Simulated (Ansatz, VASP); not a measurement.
Two plane-wave programs on MgO

The input POSCAR:

```
MgO
1.0
    0.0507323070      2.1528997238      2.1528997238
    2.1528997238      0.0507323070      2.1528997238
    2.1528997238      2.1528997238      0.0507323070
Mg O
1 1
Direct
    0.0000000000      0.0000000000      0.0000000000
    0.5000000000      0.5000000000      0.5000000000
```

Contents of INCAR.step1:

```
ALGO     = Normal         # electronic algorithm
EDIFF    = 1E-4           # SCF threshold, eV
ENCUT    = 520            # plane-wave cutoff, eV
GGA      = PE             # functional
ISMEAR   = 0              # smearing method
LASPH    = True           # aspherical terms in the spheres
LCHARG   = False          # write CHGCAR
LREAL    = False          # projectors in reciprocal space
LWAVE    = True           # write WAVECAR
NBANDS   = 11             # bands
NELM     = 100            # most SCF steps
PREC     = Accurate       # precision mode
SIGMA    = 0.01           # smearing width, eV
```

File INCAR.step2:

```
ALGO     = Normal         # electronic algorithm
EDIFF    = 1E-6           # SCF threshold, eV
ENCUT    = 520            # plane-wave cutoff, eV
ISIF     = 2              # what is computed and relaxed
ISMEAR   = 0              # smearing method
ISTART   = 1            
LASPH    = True           # aspherical terms in the spheres
LCHARG   = False          # write CHGCAR
LMIXTAU  = True         
LREAL    = False          # projectors in reciprocal space
LWAVE    = False          # write WAVECAR
METAGGA  = R2SCAN         # meta-GGA
NBANDS   = 11             # bands
NELM     = 100            # most SCF steps
PREC     = Accurate       # precision mode
SIGMA    = 0.01           # smearing width, eV
```

Contents of KPOINTS:

```
k-points
0
Gamma
  10 10 10
```

Input for Ansatz:

```yaml
crystal:
  lattice:
    - [0.050732307, 2.1528997238, 2.1528997238]
    - [2.1528997238, 0.050732307, 2.1528997238]
    - [2.1528997238, 2.1528997238, 0.050732307]
  atoms:
    - { symbol: Mg, position: [0.0, 0.0, 0.0] }
    - { symbol: O, position: [0.5, 0.5, 0.5] }
kpoints:
  mp_grid: { grid: [10, 10, 10] }
  band_path:
    path:
      - [0.0, 0.0, 0.0]
      - [0.5, 0.0, 0.5]
      - [0.625, 0.25, 0.625]
      - [0.375, 0.375, 0.75]
      - [0.5, 0.5, 0.5]
      - [0.5, 0.25, 0.75]
    npoints: 1
hamiltonian:
  xc: r2scan
scf:
  occupations: { method: fixed }
  n_extra_bands: 4
output:
  forces: true
  stress: true
  eigenvalues: true
```

Change from the starting cell: shear_111 strain +3.6%.

Alike in both runs: task single point; functional r2SCAN; k mesh 10 × 10 × 10; no spin polarisation.

|  | VASP | Ansatz |
| --- | --- | --- |
| version | VASP 6.6.1 | Ansatz 0.2.0 |
| potentials or method | VASP PAW PBE potentials, release 64 (Mg, O) | plane waves, PAW |
| plane-wave cutoff (eV) | 520 | 500 |
| occupations | gaussian, width 0.01 eV | fixed |
| valence electrons in the cell | 8 | 16 |

|  | VASP | Ansatz | Ansatz less VASP |
| --- | --- | --- | --- |
| gap on the k mesh at the Fermi level (eV) | 5.19 | 5.21 | +0.025 |
| pressure (GPa) | -6.6 | -5.5 | +1.12 |
| largest component of the traceless stress (GPa) | 3.78 | 3.75 | -0.026 |

The two sets of potentials don't hold the same shells in valence.

Caveats: the PAW data sets were made with another functional, which shifts forces and pressure a little (VASP).
